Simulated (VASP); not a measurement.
# Mg3Sb2 (P-3m1) in VASP: further runs

One crystal, Mg3Sb2, is run at these levels: PBE; tasks: relaxation of shape and atoms at fixed volume.

Program: VASP 6.6.1. These are calculated values, not measurements. Logs are shortened: lines on timing, memory, paths and dates and some standing lists are left out, and cuts for length are marked.

## (1) Starting point

The structure is trigonal, space group P-3m1 (No. 164). The conventional cell has a = 4.596 Å, b = 4.596 Å, c = 7.274 Å, α = 90.00°, β = 90.00°, γ = 120.00°. Around Mg (site symmetry 3m) lie 4 Sb at 2.85 to 2.96 Å. Around Mg (site symmetry -3m) lie 6 Sb at 3.12 Å. Sb (site symmetry 3m) has 7 Mg at 2.85 to 3.12 Å as nearest neighbours.

## (2) Relaxation of shape and atoms at fixed volume, PBE (a relaxed cell with its volume scaled by 0.96)

Contents of INCAR:

```
PREC = Accurate ; ENCUT = 600
EDIFF = 1E-7 ; ISMEAR = 0
SIGMA = 0.03 ; LREAL = F
LASPH = T ; NELM = 80
ALGO = Normal ; ISIF = 4
LWAVE = F ; LCHARG = F
GGA = PE ; IBRION = 2
NSW = 40 ; EDIFFG = -0.01
```

Contents of KPOINTS:

```
regular mesh
0
Gamma
  9 9 5
```

Contents of POSCAR:

```
Mg3Sb2                                  
1.0
    4.5335238239      0.0000000000      0.0000000000
   -2.2667619120      3.9261468001      0.0000000000
    0.0000000000      0.0000000000      7.1754347740
  Mg              Sb            
     3     2
Direct
     0.3333333332999970    0.6666666667000030    0.6320893614191547
     0.6666666667000030    0.3333333332999970    0.3679106385808453
     0.0000000000000000    0.0000000000000000    0.0000000000000000
     0.3333333332999970    0.6666666667000030    0.2254486671126870
     0.6666666667000030    0.3333333332999970    0.7745513328873130
```

Potentials or basis: VASP PAW PBE potentials, release 64 (Mg, Sb).

Command:

```sh
> cat potpaw_PBE.64/Mg/POTCAR potpaw_PBE.64/Sb/POTCAR > POTCAR
> mpirun -np 1 vasp_std > vasp.out
```

OUTCAR:

```text
PREC = Accurate
   ENCUT = 600
   EDIFF = 1E-7
   ISMEAR = 0
   LREAL = F
   LASPH = T
   NELM = 80
   ISIF = 4
   GGA = PE
   IBRION = 2
   NSW = 40
   EDIFFG = -0.01

 ion  position               nearest neighbor table
   1  0.333  0.667  0.632-   5 2.81   5 2.81   5 2.81   4 2.92   2 3.23   2 3.23   2 3.23
   2  0.667  0.333  0.368-   4 2.81   4 2.81   4 2.81   5 2.92   1 3.23   1 3.23   1 3.23
   3  0.000  0.000  0.000-   4 3.08   5 3.08   4 3.08   5 3.08   5 3.08   4 3.08
   4  0.333  0.667  0.225-   2 2.81   2 2.81   2 2.81   1 2.92   3 3.08   3 3.08   3 3.08
   5  0.667  0.333  0.775-   1 2.81   1 2.81   1 2.81   2 2.92   3 3.08   3 3.08   3 3.08

  LATTYP: Found a hexagonal cell.
 ALAT       =     4.5335238239
 C/A-ratio  =     1.5827499871

  Lattice vectors:

 A1 = (   4.5335238239,   0.0000000000,   0.0000000000)
 A2 = (  -2.2667619120,   3.9261468001,   0.0000000000)
 A3 = (   0.0000000000,   0.0000000000,   7.1754347740)

Analysis of symmetry for initial positions (statically):
=====================================================================
 Subroutine PRICEL returns:
 Original cell was already a primitive cell.

 Routine SETGRP: Setting up the symmetry group for a
 hexagonal supercell.

 Subroutine GETGRP returns: Found 12 space group operations
 (whereof 12 operations were pure point group operations)
 out of a pool of 24 trial point group operations.

The static configuration has the point symmetry D_3d.

Analysis of symmetry for dynamics (positions and initial velocities):
=====================================================================
 Subroutine PRICEL returns:
 Original cell was already a primitive cell.

 Routine SETGRP: Setting up the symmetry group for a
 hexagonal supercell.

 Subroutine GETGRP returns: Found 12 space group operations
 (whereof 12 operations were pure point group operations)
 out of a pool of 24 trial point group operations.

The dynamic configuration has the point symmetry D_3d.

 Subroutine INISYM returns: Found 12 space group operations
 (whereof 12 operations are pure point group operations),
 and found     1 'primitive' translations

----------------------------------------------------------------------------------------

                                     Primitive cell

  volume of cell :     127.7176

  direct lattice vectors                    reciprocal lattice vectors
     4.533523824  0.000000000  0.000000000     0.220578967  0.127351326  0.000000000
    -2.266761912  3.926146800  0.000000000     0.000000000  0.254702651  0.000000000
     0.000000000  0.000000000  7.175434774     0.000000000  0.000000000  0.139364377

  length of vectors
     4.533523824  4.533523824  7.175434774     0.254702651  0.254702651  0.139364377

  position of ions in fractional coordinates (direct lattice)
     0.333333333  0.666666667  0.632089361
     0.666666667  0.333333333  0.367910639
     0.000000000  0.000000000  0.000000000
     0.333333333  0.666666667  0.225448667
     0.666666667  0.333333333  0.774551333

  ion indices of the primitive-cell ions
   primitive index   ion index
                 1           1
                 2           2
                 3           3
                 4           4
                 5           5

----------------------------------------------------------------------------------------

 KPOINTS: regular mesh

Automatic generation of k-mesh.
 Grid dimensions read from file:
 generate k-points for:    9    9    5

 Generating k-lattice:

  Cartesian coordinates                     Fractional coordinates (reciprocal lattice)
     0.024508774  0.014150147  0.000000000     0.111111111  0.000000000  0.000000000
     0.000000000  0.028300295  0.000000000     0.000000000  0.111111111  0.000000000
     0.000000000  0.000000000  0.027872875     0.000000000  0.000000000  0.200000000

  Length of vectors
     0.028300295  0.028300295  0.027872875

  Shift w.r.t. Gamma in fractional coordinates (k-lattice)
     0.000000000  0.000000000  0.000000000

 Subroutine IBZKPT returns following result:
 ===========================================

 Found     50 irreducible k-points:

 Following reciprocal coordinates:
            Coordinates               Weight
  0.000000  0.000000  0.000000      1.000000
  0.111111  0.000000  0.000000      6.000000
  0.222222  0.000000  0.000000      6.000000
  0.333333  0.000000  0.000000      6.000000
  0.444444  0.000000  0.000000      6.000000
  0.111111  0.111111  0.000000      6.000000
[... 16 lines left out ...]
  0.222222  0.111111  0.200000     12.000000
 -0.111111  0.333333  0.200000     12.000000
 [... further k-points ...]
   k-points           NKPTS =     50   k-points in BZ     NKDIM =     50   number of bands    NBANDS=     12
   number of dos      NEDOS =    301   number of ions     NIONS =      5
   total plane-waves  NPLWV =  77760
   dimension x,y,z NGX =    36 NGY =   36 NGZ =   60
   dimension x,y,z NGXF=    72 NGYF=   72 NGZF=  120
   ions per type =               3   2
   NGX,Y,Z   is equivalent  to a cutoff of  13.20, 13.20, 13.90 a.u.
   NGXF,Y,Z  is equivalent  to a cutoff of  26.40, 26.40, 27.80 a.u.
 SYSTEM =  unknown system
   PREC   = accura    normal or accurate (medium, high low for compatibility)
   ISTART =      0    job   : 0-new  1-cont  2-samecut
   ICHARG =      2    charge: 1-file 2-atom 10-const
   ISPIN  =      1    spin polarized calculation?
   LNONCOLLINEAR =      F non collinear calculations
   LSORBIT =      F    spin-orbit coupling
   LASPH  =      T    aspherical Exc in radial PAW
   ENCUT  =  600.0 eV  44.10 Ry    6.64 a.u.   9.05  9.05 14.33*2*pi/ulx,y,z
   NELM   =     80;   NELMIN=  2; NELMDL= -5     # of ELM steps
   EDIFF  = 0.1E-06   stopping-criterion for ELM
   LREAL  =      F    real-space projection
   EDIFFG = -.1E-01   stopping-criterion for IOM
   NSW    =     40    number of steps for IOM
   IBRION =      2    ionic relax: 0-MD 1-quasi-New 2-CG
   NFREE  =      1    steps in history (QN), initial steepest desc. (CG)
   ISIF   =      4    stress and relaxation
   ISYM   =      2    0-nonsym 1-usesym 2-fastsym
   POTIM  = 0.5000    time-step for ionic-motion
   TEBEG  =    0.0;   TEEND  =   0.0 temperature during run
   PSTRESS=    0.0 pullay stress
   NELECT =      16.0000    total number of electrons
   NUPDOWN=      -1.0000    fix difference up-down
   EMIN   =  10.00;   EMAX   =-10.00  energy-range for DOS
   EFERMI =   0.00;   METHOD = LEGACY
   ISMEAR =     0;   SIGMA  =   0.03  broadening in eV -4-tet -1-fermi 0-gaus
   EFERMI_NEDOS =   21; number of points for ismear=-14 and -15
   IALGO  =     38    algorithm
   IMIX   =      4    mixing-type and parameters
     AMIX     =   0.40;   BMIX     =  1.00
     AMIX_MAG =   1.60;   BMIX_MAG =  1.00
  volume/ion in A,a.u.               =      25.54       172.38
  Fermi-wavevector in a.u.,A,eV,Ry     =   0.819152  1.547973  9.129650  0.671010
  Thomas-Fermi vector in A             =   1.929906
   LORBIT       =      0    0 simple, 1 ext, 2 COOP (PROOUT), +10 PAW based schemes
   GGA     = PE    functional components
   LHFCALC =     F    Hartree Fock is set to
   AEXX    =    0.0000 exact exchange contribution
   IVDW    =     0    specifies the selected vdW correction
   LEPSILON=     F    determine dielectric tensor
   LRPA    =     F    only Hartree local field effects (RPA)
 conjugate gradient relaxation of ions
 non-spin polarized calculation
 Gauss-broadening in eV      SIGMA  =   0.03
  energy-cutoff  :      600.00
  volume of cell :      127.72
 maximum number of plane-waves:      4293
   NGX = 19   NGY = 19   NGZ = 29

--------------------------------------- Ionic step        1  -------------------------------------------

 number of electron      16.0000000 magnetization

 Free energy of the ion-electron system (eV)
  ---------------------------------------------------
  ext. energy  EPLUGINS =         0.00000000
  ---------------------------------------------------
  free energy    TOTEN  =       -14.61473099 eV

  energy without entropy =      -14.61473098  energy(sigma->0) =      -14.61473099

------------------------ aborting loop because EDIFF is reached ----------------------------------------

  FORCE on cell =-STRESS in cart. coord.  units (eV):
  Direction    XX          YY          ZZ          XY          YZ          ZX
  --------------------------------------------------------------------------------------
  -------------------------------------------------------------------------------------
  Total        1.6231066      1.6231066      1.5291655     -0.0000000      0.0000000      0.0000000
  in kB       20.3613690     20.3613690     19.1829065     -0.0000000      0.0000000      0.0000000
  external PRESSURE =      19.9685482 kB  Pullay stress =       0.0000000 kB
[... 63 lines left out ...]
  energy  without entropy=      -14.6155827398  energy(sigma->0) =      -14.61558275

--------------------------------------- Ionic step        3  -------------------------------------------

 number of electron      16.0000000 magnetization

 Free energy of the ion-electron system (eV)
  ---------------------------------------------------
  ext. energy  EPLUGINS =         0.00000000
  ---------------------------------------------------
  free energy    TOTEN  =       -14.61639252 eV

  energy without entropy =      -14.61639247  energy(sigma->0) =      -14.61639249

 E-fermi :   4.8085     XC(G=0):  -8.8877

 val. band max:        4.7270064523   @ k =   0.0000   0.0000   0.0000
 cond. band min:       4.8988134220   @ k =   0.0000   0.4444   0.4000
 fundamental gap:      0.1718069698
 Fermi energy:         4.8084556830

 k-point     1 :       0.0000    0.0000    0.0000
  band No.  band energies     occupation
      1      -5.7551      2.00000
      2      -4.4246      2.00000
      3      -0.3561      2.00000
      4       3.5554      2.00000
      5       3.5554      2.00000
      6       4.2877      2.00000
      7       4.2877      2.00000
      8       4.7270      1.99988
      9       5.9217      0.00000
     10       5.9354      0.00000
     11       7.7398      0.00000
     12       7.7398      0.00000
[... 331 lines left out ...]
 k-point    24 :      -0.1111    0.3333    0.2000
  band No.  band energies     occupation
      1      -5.1076      2.00000
      2      -4.2742      2.00000
      3       0.3462      2.00000
      4       1.3754      2.00000
      5       1.5995      2.00000
      6       2.4758      2.00000
      7       3.3639      2.00000
      8       3.9293      2.00000
      9       5.8844      0.00000
     10       7.0162      0.00000
     11       7.4464      0.00000
     12       8.0921      0.00000

 [... further k-points ...]
[... 5 lines left out ...]
  --------------------------------------------------------------------------------------
  -------------------------------------------------------------------------------------
  Total        1.5036849      1.5036849      1.5252956     -0.0000000      0.0000000     -0.0000000
  in kB       18.8632604     18.8632604     19.1343604     -0.0000000      0.0000000     -0.0000000
  external PRESSURE =      18.9536271 kB  Pullay stress =       0.0000000 kB
[... 20 lines left out ...]
  FREE ENERGIE OF THE ION-ELECTRON SYSTEM (eV)
  ---------------------------------------------------
  free  energy   TOTEN  =       -14.6163925211 eV

  energy  without entropy=      -14.6163924659  energy(sigma->0) =      -14.61639249

 reached required accuracy - stopping structural energy minimisation
```

Wall time 63 s (1 thread of Intel Xeon 6975P-C (Granite Rapids), shared host); peak memory 0.34 GiB.

Results:

```
Free energy                  : -14.6164 eV
Energy gained by relaxing    : 0.3 meV/atom
Ionic steps                  : 3
Pressure after relaxing      : 1.9 GPa
Largest force after relaxing : 0.009 eV/Å
Band gap on the k mesh       : 0.17 eV, indirect (least direct gap 1.19 eV)
```

Forces in eV/Å, atoms in the order of the input:
```
Mg   0.000  0.000 -0.009
Mg   0.000  0.000  0.009
Mg   0.000  0.000  0.000
Sb   0.000  0.000  0.000
Sb   0.000  0.000  0.000
```

Step by step:
```
step  energy change (eV)  largest force (eV/Å)  pressure (GPa)
   1              0.0000                0.0983            2.00
   2             -0.0009                0.0690            1.97
   3             -0.0017                0.0092            1.90
```

Final structure:
```yaml
crystal:
  lattice:
    - [4.53811, 0.00000, 0.00000]
    - [-2.26906, 3.93012, 0.00000]
    - [0.00000, 0.00000, 7.16094]
  atoms:
    - { symbol: Mg, position: [0.33333, 0.66667, 0.63182] }
    - { symbol: Mg, position: [0.66667, 0.33333, 0.36818] }
    - { symbol: Mg, position: [0.00000, 0.00000, 0.00000] }
    - { symbol: Sb, position: [0.33333, 0.66667, 0.22324] }
    - { symbol: Sb, position: [0.66667, 0.33333, 0.77676] }
```

Caveat: spin-orbit coupling is left out, which moves the levels of the heavy elements; an odd mesh through Γ misses points on the zone boundary, where band edges often lie.

## (3) Relaxation of shape and atoms at fixed volume, PBE (a relaxed cell with its volume scaled by 0.98)

INCAR is that of step 2.

KPOINTS is that of step 2.

POSCAR: that of step 2 with these lines changed.

```diff
@@ -2,5 +2,5 @@
 1.0
-    4.5335238239      0.0000000000      0.0000000000
-   -2.2667619120      3.9261468001      0.0000000000
-    0.0000000000      0.0000000000      7.1754347740
+    4.5647904935      0.0000000000      0.0000000000
+   -2.2823952468      3.9532245303      0.0000000000
+    0.0000000000      0.0000000000      7.2249220948
   Mg              Sb
```

Potentials or basis: VASP PAW PBE potentials, release 64 (Mg, Sb).

Command:

```sh
> cat potpaw_PBE.64/Mg/POTCAR potpaw_PBE.64/Sb/POTCAR > POTCAR
> mpirun -np 1 vasp_std > vasp.out
```

Wall time 67 s (1 thread of Intel Xeon 6975P-C (Granite Rapids), shared host); peak memory 0.33 GiB.

Results (log left out):

- Free energy: -14.6395 eV
- Energy gained by relaxing: 0.1 meV/atom
- Ionic steps: 3
- Pressure after relaxing: 0.9 GPa
- Largest force after relaxing: 0.005 eV/Å
- Band gap on the k mesh: 0.16 eV, indirect (least direct gap 1.10 eV)

Forces on the atoms (eV/Å):
```
Mg   0.000  0.000 -0.005
Mg   0.000  0.000  0.005
Mg   0.000  0.000  0.000
Sb   0.000  0.000  0.001
Sb   0.000  0.000 -0.001
```

Step by step:
```csv
step,energy change (eV),largest force (eV/Å),pressure (GPa)
1,0.0000,0.0495,0.96
2,-0.0002,0.0354,0.94
3,-0.0004,0.0049,0.90
```

Final structure:
```
Mg Sb
1.0
     4.56725    0.00000    0.00000
    -2.28362    3.95535    0.00000
     0.00000    0.00000    7.21715
Mg Sb
3 2
Cartesian
  0.0000 2.6369 4.5607
  2.2836 1.3184 2.6565
  -2.2836 3.9554 0.0000
  0.0000 2.6369 1.6187
  2.2836 1.3184 5.5984
```

Levels at points of the mesh, in eV from the valence-band top:
| k point | band 6 | band 7 | band 8 | band 9 | band 10 | band 11 |
| --- | --- | --- | --- | --- | --- | --- |
| (0.00, 0.00, 0.00) | -0.41 | -0.41 | 0.00 | 1.10 | 1.19 | 3.02 |

Caveat: spin-orbit coupling is left out, which moves the levels of the heavy elements; an odd mesh through Γ misses points on the zone boundary, where band edges often lie.

[end of part 1 of 2]
